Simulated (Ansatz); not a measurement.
# SnTe: LAPW beside PAW, part 2 of 2

Does the method matter for SnTe? The same cell, functional and mesh are run with full-potential LAPW, PAW with frozen cores and datasets made for this crystal. The cell is first relaxed from a guess with PAW; it needn't be the stable phase of this composition.

Ansatz 0.2.0; DFT PBE; a cell built from a prototype (wurtzite type), not taken from measurement. «Crystal datasets» are all-electron PAW datasets made for this crystal. The steps go on from the part before.

**3. Full-potential LAPW**

input.yaml

```yaml
crystal:
  lattice:
    - [5.4359348646, 0.0, 0.0]
    - [-2.7179674323, 4.707657686, 0.0]
    - [0.0, 0.0, 6.5282277187]
  atoms:
    - { symbol: Sn, position: [0.3333333333, 0.6666666667, -0.046384356] }
    - { symbol: Sn, position: [0.6666666667, 0.3333333333, 0.453615644] }
    - { symbol: Te, position: [0.3333333333, 0.6666666667, 0.422384356] }
    - { symbol: Te, position: [0.6666666667, 0.3333333333, 0.922384356] }
kpoints:
  mp_grid: { grid: [9, 9, 5] }
  band_path:
    path:
      - [0.0, 0.0, 0.0]
      - [0.5, 0.0, 0.0]
      - [0.3333333333, 0.3333333333, 0.0]
      - [0.0, 0.0, 0.0]
      - [0.0, 0.0, 0.5]
      - [0.5, 0.0, 0.5]
      - [0.3333333333, 0.3333333333, 0.5]
      - [0.0, 0.0, 0.5]
      - [0.5, 0.0, 0.5]
    npoints: 14
scf:
  occupations: { method: fermi_dirac, width: 0.05 }
hamiltonian:
  xc: pbe
  pseudopotentials: { kind: all_electron, lapw: { basis_error: 0.001 } }
output:
  forces: true
  stress: true
  eigenvalues: true
  fatbands: true
  populations: true
  dos: { projected: true, de: 0.2, e_range: [-14, 8] }
```

Started as:

```bash
> ansatz run input.yaml --threads 1 --pin off --max-ram 3072MiB --backend cpu --events-out ev --progress --plain --runs-dir out
```

The program printed:

```text
Sn: projections on atomic orbitals take those of the free atom 1s2 2s2 2p6 3s2 3p6 3d10 4s2 4p6 4d10 5s2 5p2, of charge +0.00 (hamiltonian.pseudopotentials.projection_atoms)
Te: projections on atomic orbitals take those of the free atom 1s2 2s2 2p6 3s2 3p6 3d10 4s2 4p6 4d10 5s2 5p4, of charge +0.00 (hamiltonian.pseudopotentials.projection_atoms)
LAPW: plane waves up to 7.252 Å⁻¹, error target 1.0e-3 eV per atom; small_component_spin mean_spin; Sn in spheres of 1.544 Å, 22 of its electrons in bands, Dirac shells []; Te in spheres of 1.516 Å, 24 of its electrons in bands, Dirac shells []
Engine: ansatz 0.2.0
Pseudopotentials: kind: all_electron
Pseudopotential: Sn, LAPW, valence charge 22, Koelling and Harmon's equation, gaussian nucleus
Pseudopotential: Te, LAPW, valence charge 24, Koelling and Harmon's equation, gaussian nucleus
Functional definition: PBE
  parameter kappa = 0.804
  parameter beta = 0.06672455060314922
  exchange = pbe_x(kappa = kappa, mu = beta*pi^2/3)
  correlation = pbe_c(beta = beta)
Crystal: 4 atoms, lattice volume = 167.061 Å³
Basis set: ecut = 200.3695341899881 eV, 1095 PW (Γ), exchange–correlation at level 2
Bands: 56, of which v1, the nominal top of the filled ones, is band 46 counted from 1 (45 counted from 0)
Symmetry: 12 space group operations
Space group: P63mc (ITA 186), of the structure as read, at distance tolerance 5.5e-5 Å
k-points: 36 of 405 (time reversal used)
Non-local potential: Sn, projectors of the file, none
Non-local potential: Te, projectors of the file, none
Initial density: superposition of atomic densities (chi_scale 0.1, normalization cell, long waves kept (reshape's long-wave potential 0.00 eV rms))
Initial wavefunctions: plane waves of lowest kinetic energy (no species holds an atomic orbital)
Functional: x = pbe(κ = 0.804, μ = 0.2195149727645171), c = pbe(β = 0.06672455060314922)
iter 1 solved again at ethr=9.23e-4 eV; its pass at ethr=1.00e-1 eV (dr2=8.49e-1 eV) is discarded
SCF iter   1: F=—  HF=-705948.499031 eV  |F-HF|=—  |Δ(HF+E_count)|=         —  Δρ=1.39e-2  dr2=8.50e-1  ethr=9.23e-4  ⟨swp⟩=2.1  Hψ=12849  notcnv=0
preconditioner: auto → Resta (q_TF=auto, 2.470 Å⁻¹)  ε∞=3.1  [insulator: Δε(μ)=1.044 eV  Ē_g=8.863 eV  σ=0.050 eV  W_gap=1.00  n_scr=40 (ndim 8)  ℏωp=12.8 eV  f_vac=0.215  D(μ)=0.00/eV (n_scr^D=0)  ε∞_Penn≈3.1]
SCF iter   2: F=—  HF=-705948.294623 eV  |F-HF|=—  |Δ(HF+E_count)|=   2.04e-1  Δρ=6.50e-3  dr2=1.57e-1  ethr=9.23e-4  ⟨swp⟩=2.0  Hψ=6337  notcnv=0
SCF iter   3: F=—  HF=-705948.284284 eV  |F-HF|=—  |Δ(HF+E_count)|=   1.03e-2  Δρ=3.06e-3  dr2=3.78e-2  ethr=1.70e-4  ⟨swp⟩=2.0  Hψ=5981  notcnv=0
iter 4 solved again at ethr=2.56e-6 eV; its pass at ethr=4.11e-5 eV (dr2=2.35e-3 eV) is discarded
SCF iter   4: F=—  HF=-705948.288429 eV  |F-HF|=—  |Δ(HF+E_count)|=   4.14e-3  Δρ=7.24e-4  dr2=2.35e-3  ethr=2.56e-6  ⟨swp⟩=2.0  Hψ=10395  notcnv=0
SCF iter   5: F=—  HF=-705948.287736 eV  |F-HF|=—  |Δ(HF+E_count)|=   6.93e-4  Δρ=2.82e-4  dr2=3.87e-4  ethr=2.55e-6  ⟨swp⟩=2.8  Hψ=6049  notcnv=0
SCF iter   6: F=—  HF=-705948.288436 eV  |F-HF|=—  |Δ(HF+E_count)|=   6.99e-4  Δρ=9.53e-5  dr2=4.35e-5  ethr=4.21e-7  ⟨swp⟩=3.0  Hψ=6379  notcnv=0
SCF iter   7: F=—  HF=-705948.288525 eV  |F-HF|=—  |Δ(HF+E_count)|=   8.93e-5  Δρ=3.83e-5  dr2=5.08e-6  ethr=4.73e-8  ⟨swp⟩=3.0  Hψ=6311  notcnv=0
SCF iter   8: F=—  HF=-705948.288547 eV  |F-HF|=—  |Δ(HF+E_count)|=   2.19e-5  Δρ=1.28e-5  dr2=3.92e-7  ethr=5.52e-9  ⟨swp⟩=3.1  Hψ=6346  notcnv=0
SCF iter   9: F=-705948.288550 eV  HF=-705948.288550 eV  |F-HF|=2.34e-7  |Δ(HF+E_count)|=   3.26e-6  Δρ=4.19e-6  dr2=3.66e-8  ethr=4.26e-10  ⟨swp⟩=3.3  Hψ=6357  notcnv=0
SCF 1 converged in 9 iterations: F = -705948.288550 eV  dr2 = 3.66e-8
NSCF: frozen V_eff on 113 k-points
SCF converged after 9 iterations
Free energy (F): -705948.288550 eV
Harris-Foulkes:  -705948.288550 eV  (|F-HF|=2.34e-7)
Internal energy: -705948.288521 eV  (E = F + TS)
E sigma→0 (E₀):  -705948.288536 eV
Entropy (-TS):   -0.000029 eV (-0.007 meV/atom)
Fermi energy:    8.100269 eV
--- Per-component energies (eV) ---
  E_band       = -4039.658721
  E_kinetic    = 744078.142257
  E_xc         = -18575.090626
  E_electrostatic = -1431451.340152  (all electrons and nuclei)
  E_smearing   = -0.000029  (= −TS)
  E_closure    = 0.000000  (closes the sum)
  E_atoms      = -705933.692267  (free atoms, spherical and without spin; not in F)
  Σ components = -705948.288550   (vs F -705948.288550, Δ=0.00e0)
  Basis errors (estimates in eV, not in F): energy 4.2e-4 per atom: plane waves 3.8e-4 (2.2e-4 summed), levels above the bands 2.3e-59, relativity 2.3e-8, radial functions 4.4e-5, core shells 2.3e-9; eigenvalues (radial functions only) 6.2e-7; not estimated: angular momenta, meshes, grids; target (lapw.basis_error) 1.0e-3; muffin-tin radii Sn 1.544 Å, Te 1.516 Å
--- Forces (eV/Å), atoms counted from 1 ---
  atom   1  Sn     0.00000000    -0.00000000     0.00381087
  atom   2  Sn    -0.00000000     0.00000000     0.00381087
  atom   3  Te     0.00000000    -0.00000000    -0.00380553
  atom   4  Te     0.00000000     0.00000000    -0.00380553
  max |Σ_I F_I| component: 1.07e-5 eV/Å
--- Stress (GPa, compression-positive) ---
        0.005586       0.000000       0.000000
        0.000000       0.005586      -0.000000
        0.000000      -0.000000      -0.025578
  P = ⅓ Tr σ = -0.0048 GPa (-0.048 kbar)
--- Band table (eV; the first three rows and the last of 36) ---
  k-point 0: bands = ["-151.4554", "-151.4554", "-121.8798", "-121.8798", "-101.4931", "-101.4931", "-101.4931", "-101.4931", "-101.4927", "-101.4927", "-77.6688", "-77.6688", "-77.6688", "-77.6688", "-77.6537", "-77.6537", "-28.8233", "-28.8232", "-28.8211", "-28.8211", "-28.8211", "-28.8211", "-28.8202", "-28.8202", "-28.8195", "-28.8195", "-13.8863", "-13.8863", "-13.8861", "-13.8861", "-13.8809", "-13.8722", "-13.8722", "-13.8705", "-13.8658", "-13.8658", "-3.9926", "-2.7945", "1.4132", "2.9179", "3.5100", "4.6346", "4.6346", "5.9597", "5.9597", "5.9708", "8.5551", "8.5551", "10.1679", "10.1679", "11.3212", "11.9683", "12.6712", "12.6712", "13.6112", "14.6899"]
  k-point 1: bands = ["-151.4554", "-151.4554", "-121.8798", "-121.8798", "-101.4931", "-101.4931", "-101.4931", "-101.4931", "-101.4927", "-101.4927", "-77.6688", "-77.6688", "-77.6688", "-77.6688", "-77.6537", "-77.6537", "-28.8233", "-28.8232", "-28.8211", "-28.8211", "-28.8211", "-28.8211", "-28.8201", "-28.8201", "-28.8195", "-28.8195", "-13.8864", "-13.8864", "-13.8863", "-13.8863", "-13.8799", "-13.8715", "-13.8714", "-13.8714", "-13.8663", "-13.8663", "-3.9003", "-2.9363", "1.3525", "2.5282", "4.1191", "4.7388", "4.7388", "5.8065", "5.8065", "6.5831", "8.6187", "8.6187", "9.8946", "9.8946", "10.0934", "12.1144", "12.5527", "13.1384", "13.1384", "14.2038"]
  k-point 2: bands = ["-151.4554", "-151.4554", "-121.8798", "-121.8798", "-101.4931", "-101.4931", "-101.4931", "-101.4931", "-101.4927", "-101.4927", "-77.6688", "-77.6688", "-77.6688", "-77.6688", "-77.6537", "-77.6537", "-28.8232", "-28.8232", "-28.8211", "-28.8211", "-28.8211", "-28.8211", "-28.8199", "-28.8199", "-28.8197", "-28.8197", "-13.8866", "-13.8866", "-13.8866", "-13.8866", "-13.8772", "-13.8739", "-13.8696", "-13.8696", "-13.8677", "-13.8677", "-3.6404", "-3.2756", "1.4628", "1.8947", "5.0301", "5.0301", "5.4348", "5.4348", "5.5240", "7.0098", "8.8783", "8.8783", "9.1463", "9.3513", "9.3513", "10.6614", "12.5307", "13.2301", "14.3670", "14.3670"]
  k-point 35: bands = ["-151.4554", "-151.4554", "-121.8798", "-121.8798", "-101.4931", "-101.4931", "-101.4931", "-101.4931", "-101.4927", "-101.4927", "-77.6688", "-77.6688", "-77.6688", "-77.6688", "-77.6537", "-77.6537", "-28.8232", "-28.8232", "-28.8211", "-28.8211", "-28.8211", "-28.8211", "-28.8199", "-28.8198", "-28.8198", "-28.8197", "-13.8872", "-13.8872", "-13.8850", "-13.8843", "-13.8746", "-13.8746", "-13.8704", "-13.8686", "-13.8686", "-13.8678", "-3.1005", "-3.1005", "0.3478", "0.3478", "4.0342", "4.5108", "6.1061", "6.1061", "7.7076", "7.7076", "8.9049", "8.9049", "9.3578", "9.3578", "11.4944", "11.7289", "12.7524", "12.7540", "13.6521", "15.0568"]
--- Löwdin populations: 4 sites ---
  site symbol       q [e]
     0     Sn     49.8333
     1     Sn     49.8333
     2     Te     52.1119
     3     Te     52.1119
  spilling = 0.000537 (of n_electrons = 204.000000)
```

It took 90 s on 1 thread, shared host.

Result: pressure 0.00 GPa; gap 0.66 eV, indirect from H to K–Γ; largest force 0.004 eV/Å.

At the corners of the path (eV, zero at the valence-band top):

```tsv
point	band 43	band 44	band 45	band 46	band 47	band 48	band 49
Γ	-3.22	-1.89	-1.89	-1.88	0.70	0.70	2.32
M	-3.02	-2.27	-2.13	-0.57	1.82	2.63	3.12
K	-3.45	-2.64	-0.50	-0.50	1.77	1.77	2.73
Γ	-3.22	-1.89	-1.89	-1.88	0.70	0.70	2.32
A	-2.63	-2.63	-1.51	-1.51	1.24	1.24	1.24
L	-1.96	-1.96	-0.80	-0.80	0.83	0.83	2.40
H	-1.48	-1.48	0.00	0.00	0.74	0.74	1.29
A	-2.63	-2.63	-1.51	-1.51	1.24	1.24	1.24
L	-1.96	-1.96	-0.80	-0.80	0.83	0.83	2.40
```

States per cell in windows of 1 eV (zero at the valence-band top; grid of 0.20 eV, so sharp peaks spill over the borders):

```tsv
from	to	total	Te 5p	Sn 5p	Sn 5s
-10	-9	0.00	0.00	0.00	0.00
-9	-8	0.00	0.00	0.00	0.00
-8	-7	1.91	0.46	0.02	1.38
-7	-6	1.81	0.36	0.03	1.25
-6	-5	0.28	0.04	0.00	0.19
-5	-4	0.22	0.12	0.09	0.00
-4	-3	3.25	1.96	1.22	0.03
-3	-2	3.80	2.60	1.06	0.07
-2	-1	2.69	1.73	0.63	0.26
-1	0	2.04	1.28	0.31	0.36
0	1	0.90	0.10	0.69	0.02
1	2	3.49	0.61	2.46	0.06
2	3	3.85	1.07	2.31	0.06
3	4	2.62	0.79	1.37	0.02
4	5	2.57	0.43	0.67	0.01
```

**4. PAW with frozen cores**

Changes to input.yaml since step 3:

```diff
@@ -28,3 +28,3 @@
   xc: pbe
-  pseudopotentials: { kind: all_electron, lapw: { basis_error: 0.001 } }
+  pseudopotentials: { kind: paw }
 output:
@@ -33,4 +33,9 @@
   eigenvalues: true
-  fatbands: true
+  efg: { contact_densities: true }
   populations: true
+  bader: true
   dos: { projected: true, de: 0.2, e_range: [-14, 8] }
+  write_density: true
+  write_potential: true
+  elf: true
+  volumetric_format: npy
```

Started as:

```bash
> ansatz run input.yaml --threads 1 --pin off --max-ram 3072MiB --backend cpu --events-out ev --progress --plain --runs-dir out
```

The program printed, cut to the lines that bear on the results:

```text
Sn, Te: output.efg is read without spin–orbit coupling, which moves field gradients at and beside such atoms by some per cent and up to a factor of two; PAW files take it under magnetization.noncollinear and magnetization.spin_orbit
[...]
[... 4 set-up lines as earlier in the session ...]
[...]
Crystal: 4 atoms, lattice volume = 167.061 Å³
Basis set: ecut = 420 eV, 3267 PW (Γ), exchange–correlation on 80×80×90 points (8 copies of the dense FFT grid, shifted against one another)
Bands: 36, of which v1, the nominal top of the filled ones, is band 30 counted from 1 (29 counted from 0)
[... 2 set-up lines as earlier in the session ...]
[...]
  atom   2  Sn V_zz =    -2.057782   η = 0.0000   by run symmetry: allowed
            electrostatic potential = -8168.358482 V   contact ρ = 1236480.327373 e/Å³
  atom   3  Te V_zz =    +1.216343   η = 0.0000   by run symmetry: allowed
            electrostatic potential = -8644.805669 V   contact ρ = 1468745.326746 e/Å³
  atom   4  Te V_zz =    +1.216343   η = 0.0000   by run symmetry: allowed
            electrostatic potential = -8644.805669 V   contact ρ = 1468745.326746 e/Å³
--- Band table (eV; the first three rows and the last of 36) ---
[...]
--- Löwdin populations: 4 sites ---
  site symbol       q [e]
     0     Sn     13.8174
     1     Sn     13.8174
     2     Te     16.1252
     3     Te     16.1252
  spilling = 0.001912 (of n_electrons = 60.000000)
--- Bader charges: 4 sites ---
  site symbol  charge [e]  shift [e]
     0     Sn      0.6410     0.0000
     1     Sn      0.6410     0.0000
     2     Te     -0.6410     0.0000
     3     Te     -0.6410     0.0000
  estimated error of the sums over rays = 3.2e-4 e
```

It took 36 s on 1 thread, shared host.

Result: pressure -0.01 GPa; gap 0.66 eV, indirect from H to K–Γ; largest force 0.004 eV/Å; Vzz Sn1 -2.06 (η = 0.00), Te3 1.22 (η = 0.00) (10²¹ V/m²).

```tsv
atom	Bader charge (e)	basin volume (Å³)
Sn1	+0.64	32.26
Te3	-0.64	46.55
```

Density in a lattice plane of the grid's cell (edges 5.44 and 6.53 Å, at 0.333 of the third edge), which holds Sn and Te.

Values in e/Å³, 12 rows by 10 columns:
```
 0.10  0.07  0.07  0.08  0.20  0.76 10.00 14.12  2.10  0.30
 0.07  0.05  0.05  0.06  0.14  0.47  2.61  3.80  0.76  0.21
 0.04  0.02  0.02  0.03  0.07  0.19  0.41  0.46  0.26  0.10
 0.03  0.02  0.02  0.02  0.04  0.11  0.22  0.24  0.15  0.06
 0.05  0.05  0.05  0.05  0.07  0.21  0.74  0.94  0.33  0.10
 0.09  0.09  0.09  0.09  0.13  0.60  5.81  8.50  1.43  0.19
 0.10  0.11  0.12  0.10  0.14  0.66  6.70  9.86  1.61  0.21
 0.07  0.08  0.09  0.07  0.09  0.25  0.91  1.17  0.39  0.12
 0.04  0.04  0.04  0.04  0.04  0.09  0.17  0.19  0.11  0.05
 0.03  0.03  0.03  0.03  0.04  0.08  0.14  0.15  0.10  0.05
 0.05  0.04  0.04  0.04  0.08  0.21  0.44  0.50  0.28  0.11
 0.09  0.07  0.07  0.07  0.16  0.54  3.42  5.03  0.89  0.24
```
Columns run along the first of these edges and rows up along the second, over one cell in 10 and 12 even steps from the bottom left corner. Atoms in the plane (fractional): Sn at (0.67, 0.45), Te at (0.67, 0.92).

ELF in the same plane.

Values, 12 rows by 10 columns:
```
0.33 0.26 0.28 0.27 0.60 0.51 0.05 0.01 0.38 0.64
0.24 0.17 0.18 0.18 0.52 0.56 0.33 0.25 0.50 0.62
0.09 0.05 0.05 0.07 0.27 0.60 0.63 0.62 0.63 0.40
0.04 0.05 0.06 0.04 0.09 0.28 0.43 0.45 0.35 0.14
0.14 0.29 0.33 0.18 0.18 0.30 0.32 0.31 0.31 0.24
0.28 0.52 0.57 0.36 0.30 0.35 0.08 0.03 0.31 0.32
0.33 0.57 0.61 0.41 0.33 0.36 0.06 0.02 0.30 0.35
0.24 0.48 0.53 0.32 0.25 0.37 0.38 0.36 0.38 0.31
0.09 0.23 0.27 0.14 0.09 0.23 0.34 0.35 0.28 0.11
0.05 0.07 0.08 0.05 0.07 0.23 0.39 0.41 0.29 0.11
0.13 0.12 0.13 0.12 0.33 0.65 0.60 0.59 0.65 0.47
0.28 0.23 0.26 0.23 0.57 0.57 0.27 0.18 0.50 0.66
```
Columns run along the first of these edges and rows up along the second, over one cell in 10 and 12 even steps from the bottom left corner. Atoms in the plane (fractional): Sn at (0.67, 0.45), Te at (0.67, 0.92).

Both are smooth fields of the valence electrons: close to the nuclei they are not physical.

Maxima of ELF outside the ion cores: 0.70 beside Te, off the lines to its neighbours, 1.4 Å from Te; 0.68 on the Te–Sn line, 1.3 Å from Te.

**5. Datasets made for this crystal**

Changes to input.yaml since step 4:

```diff
@@ -23,3 +23,3 @@
       - [0.5, 0.0, 0.5]
-    npoints: 14
+    npoints: 8
 scf:
@@ -28,3 +28,3 @@
   xc: pbe
-  pseudopotentials: { kind: paw }
+  pseudopotentials: { kind: all_electron, datasets: crystal }
 output:
@@ -34,8 +34 @@
   efg: { contact_densities: true }
-  populations: true
-  bader: true
-  dos: { projected: true, de: 0.2, e_range: [-14, 8] }
-  write_density: true
-  write_potential: true
-  elf: true
-  volumetric_format: npy
```

Started as:

```bash
> ansatz run input.yaml --threads 1 --pin off --max-ram 3072MiB --backend cpu --events-out ev --progress --plain --runs-dir out
```

The program printed, cut to the lines that bear on the results:

```text
[...]
Sn, Te: output.efg is read without spin–orbit coupling, which moves field gradients at and beside such atoms by some per cent and up to a factor of two; PAW files take it under magnetization.noncollinear and magnetization.spin_orbit
[...]
[... 1 set-up line as earlier in the session ...]
Pseudopotential: Sn, paw, valence charge 14, recommended cutoff 240 eV (normal), Koelling and Harmon's equation, gaussian nucleus
Pseudopotential: Te, paw, valence charge 16, recommended cutoff 240 eV (normal), Koelling and Harmon's equation, gaussian nucleus
[... 1 set-up line as earlier in the session ...]
[...]
Crystal: 4 atoms, lattice volume = 167.061 Å³
Basis set: ecut = 240 eV, 1397 PW (Γ), exchange–correlation on 60×60×72 points (8 copies of the dense FFT grid, shifted against one another)
Bands: 24, of which v1, the nominal top of the filled ones, is band 20 counted from 1 (19 counted from 0)
[...]
        0.000000       0.003653      -0.000000
        0.000000       0.000000      -0.028049
  P = ⅓ Tr σ = -0.0069 GPa (-0.069 kbar)
  It holds what live shells' own plane waves past their cutoff add
--- PAW observables at the nuclei: V_zz in 10²¹ V/m², potentials from the cell's mean, atoms counted from 1 ---
  atom   1  Sn V_zz =    -2.092062   η = 0.0000   by run symmetry: allowed
            electrostatic potential = -8168.332919 V   contact ρ = 1236392.435270 e/Å³
  atom   2  Sn V_zz =    -2.092062   η = 0.0000   by run symmetry: allowed
            electrostatic potential = -8168.332919 V   contact ρ = 1236392.435270 e/Å³
  atom   3  Te V_zz =    +1.187489   η = 0.0000   by run symmetry: allowed
            electrostatic potential = -8644.795236 V   contact ρ = 1468586.582531 e/Å³
  atom   4  Te V_zz =    +1.187489   η = 0.0000   by run symmetry: allowed
            electrostatic potential = -8644.795236 V   contact ρ = 1468586.582531 e/Å³
--- Band table (eV; the first three rows and the last of 36) ---
[... band rows left out ...]
[...]
```

Wall time 33 s (1 thread, shared host).

Read from it: pressure -0.01 GPa; gap 0.66 eV, indirect from H to K–Γ; largest force 0.004 eV/Å; Vzz Sn1 -2.09 (η = 0.00), Te3 1.19 (η = 0.00) (10²¹ V/m²).

```tsv
atom	contact density (e/Å³)
Sn1	1236392
Te3	1468587
```

**6. The methods compared**

Highest filled and lowest empty level at the labelled points (eV from each run's valence-band top):

```tsv
point	LAPW top	LAPW bottom	PAW top	PAW bottom	crystal datasets top	crystal datasets bottom
Γ	-1.88	0.70	-1.88	0.70	-1.88	0.70
M	-0.57	1.82	-0.57	1.82	-0.57	1.82
K	-0.50	1.77	-0.50	1.77	-0.50	1.77
Γ	-1.88	0.70	-1.88	0.70	-1.88	0.70
A	-1.51	1.24	-1.51	1.24	-1.51	1.24
L	-0.80	0.83	-0.80	0.83	-0.80	0.83
H	0.00	0.74	0.00	0.74	0.00	0.74
A	-1.51	1.24	-1.51	1.24	-1.51	1.24
L	-0.80	0.83	-0.80	0.83	-0.80	0.83
```

| method | pressure (GPa) | gap (eV) | largest force (eV/Å) | Vzz Sn1 (10²¹ V/m²) | Vzz Te3 (10²¹ V/m²) | SCF cycles, all passes |
| --- | --- | --- | --- | --- | --- | --- |
| LAPW | 0.00 | 0.66 | 0.004 | – | – | 9 |
| PAW | -0.01 | 0.66 | 0.004 | -2.06 | 1.22 | 7 |
| crystal datasets | -0.01 | 0.66 | 0.004 | -2.09 | 1.19 | 9 |

**7. Results**

The summary covers parts 1 to 2.

```
           quantity                                               value
           pressure    LAPW 0.00, PAW -0.01, crystal datasets -0.01 GPa
         gap (LAPW)                     0.66 eV, indirect from H to K–Γ
      largest force  LAPW 0.004, PAW 0.004, crystal datasets 0.004 eV/Å
Bader charges (PAW)                              Sn1 +0.64, Te3 -0.64 e
  highest ELF (PAW)                                0.70, 1.39 Å from Te
```

What this shows: The pressure is within half a GPa of zero, so the volume is close to equilibrium at this level. The gap is 0.66 eV, indirect from H to K–Γ. Spin-orbit coupling is left out, though the cell holds Te; it can shift such gaps by tenths of an eV. Te 5p states make 64 % of the projected weight in the top eV of the valence band. The projection holds only the free atom's occupied shells (Sn 5s, Sn 5p, Te 5s, Te 5p in this range). The field gradient at Sn1, the largest by crystal datasets, is -2.06 by PAW and -2.09 by crystal datasets (10²¹ V/m²), within 5 %. No spin–orbit coupling: at heavy atoms the gradients can be off by tens of per cent for that reason. In pressure, PAW differs from LAPW by less than 0.01 GPa and less than 0.01 eV in the gap. The price, with the outputs that each input asks for: 90 s for LAPW against 36 s for PAW, about 2.5 to one.
